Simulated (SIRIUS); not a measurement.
**BN under changes of volume**

One of the cells (9.328 Å³/atom); the others are scaled copies at fixed shape and fractional positions:

```
N B
1.0
     1.25941    0.72712    3.39527
    -1.25941    0.72712    3.39527
     0.00000   -1.45424    3.39527
N B
1 1
Direct
  0.66724 0.66724 0.66724
  0.00033 0.00033 0.00033
```

The cell is a database's computed one.

| Property | Result |
| --- | --- |
| Program | SIRIUS 7.10.0 |
| Functional | PBE |
| Potentials or basis | PseudoDojo 0.4.1 PBE standard (scalar relativistic) |
| Cutoff | 1152 eV |
| Density cutoff | 4606 eV |
| k mesh | 12 × 12 × 12 |
| Occupations | fermi-dirac, width 0.05 eV |
| Spin | no spin polarisation |

| volume (Å³/atom) | energy over the lowest point (meV/atom) | pressure (GPa) | gap on the mesh (eV) | largest force (eV/Å) |
| --- | --- | --- | --- | --- |
| 8.596 | 39.62 | 20.1 | 4.39 | 0.001 |
| 8.779 | 20.26 | 13.9 | 4.37 | 0.001 |
| 8.962 | ? | ? | ? | ? |
| 9.328 | 0.00 | -1.4 | 4.29 | 0.005 |
| 9.510 | 4.09 | -5.7 | 4.26 | 0.006 |
| 9.693 | 12.82 | -9.6 | 4.23 | 0.007 |

**Question.** What does the run at 8.962 Å³/atom give?

**Answer.** Energy over the lowest point 7.58 meV/atom; pressure 8.3 GPa; gap on the mesh 4.34 eV; largest force 0.002 eV/Å.

Worked out: A Birch-Murnaghan fit of order 3 (a polynomial in V^(-2/3)) to the other rows has its minimum at 9.27 Å³/atom with B0 = V·E''(V) = 233 GPa and B' = 3.5 at fixed shape and positions, which overstates the stiffness. It gives 7.58 meV/atom at 8.962 Å³/atom, against the run's 7.58, and -dE/dV = 8.3 GPa, against 8.3. A straight line through the other rows of the gap, of slope -1.34 eV per unit of ln V, gives 4.34 eV, against the run's 4.34.

Energies are extrapolated to zero smearing.

A mesh can miss the band edges.
